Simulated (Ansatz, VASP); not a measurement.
# HfO2: VASP beside Ansatz

The input INCAR:

```
PREC     = Accurate       # precision mode
ENCUT    = 520            # plane-wave cutoff, eV
EDIFF    = 1E-6           # SCF threshold, eV
ISMEAR   = 0              # smearing method
SIGMA    = 0.05           # smearing width, eV
LREAL    = False          # projectors in reciprocal space
LASPH    = True           # aspherical terms in the spheres
NELM     = 60             # most SCF steps
ALGO     = Normal         # electronic algorithm
ISIF     = 2              # what is computed and relaxed
LWAVE    = False          # write WAVECAR
LCHARG   = False          # write CHGCAR
GGA      = PE             # functional
NBANDS   = 18             # bands
```

Contents of KPOINTS:

```
Automatic mesh
0
Gamma
  8 8 8
```

Contents of POSCAR:

```
HfO2
1.0
    0.0000000000      2.5575000000      2.6598000000
    2.5575000000      0.0000000000      2.6598000000
    2.5575000000      2.5575000000      0.0000000000
Hf O
1 2
Direct
    0.0000000000      0.0000000000      0.0000000000
    0.2500000000      0.2500000000      0.2500000000
    0.7500000000      0.7500000000      0.7500000000
```

Input for Ansatz:

```yaml
crystal:
  lattice:
    - [0.0, 2.5575, 2.6598]
    - [2.5575, 0.0, 2.6598]
    - [2.5575, 2.5575, 0.0]
  atoms:
    - { symbol: Hf, position: [0.0, 0.0, 0.0] }
    - { symbol: O, position: [0.25, 0.25, 0.25] }
    - { symbol: O, position: [0.75, 0.75, 0.75] }
basis:
  ecutwfc: 420
kpoints:
  mp_grid: { grid: [8, 8, 8] }
hamiltonian:
  xc: pbe
scf:
  occupations: { method: gaussian, width: 0.05 }
output:
  forces: true
  stress: true
  eigenvalues: true
```

Change from the starting cell: strain +0.000 along x and y, +0.040 along z, atoms carried along.

Alike in both runs: task single point; functional PBE; k mesh 8 × 8 × 8; occupations gaussian, width 0.05 eV; no spin polarisation.

|  | VASP | Ansatz |
| --- | --- | --- |
| version | VASP 6.6.1 | Ansatz 0.2.0 |
| potentials or method | VASP PAW PBE potentials, release 64 (Hf_pv, O) | scalar-relativistic, plane waves, PAW |
| plane-wave cutoff (eV) | 520 | 420 |
| valence electrons in the cell | 22 | 38 |

```csv
,VASP,Ansatz,Ansatz less VASP
gap on the k mesh at the Fermi level (eV),3.30,3.31,+0.015
least direct gap on the mesh (eV),3.41,3.42,+0.004
pressure (GPa),-14.1,-10.9,+3.16
largest component of the traceless stress (GPa),11.33,11.16,-0.171
```

With one functional, cell and mesh, what is left measures potentials, basis and numerics. The two sets of potentials don't hold the same shells in valence.

Caveats: spin-orbit coupling is left out, which moves the levels of the heavy elements. A k mesh can miss the band edges.
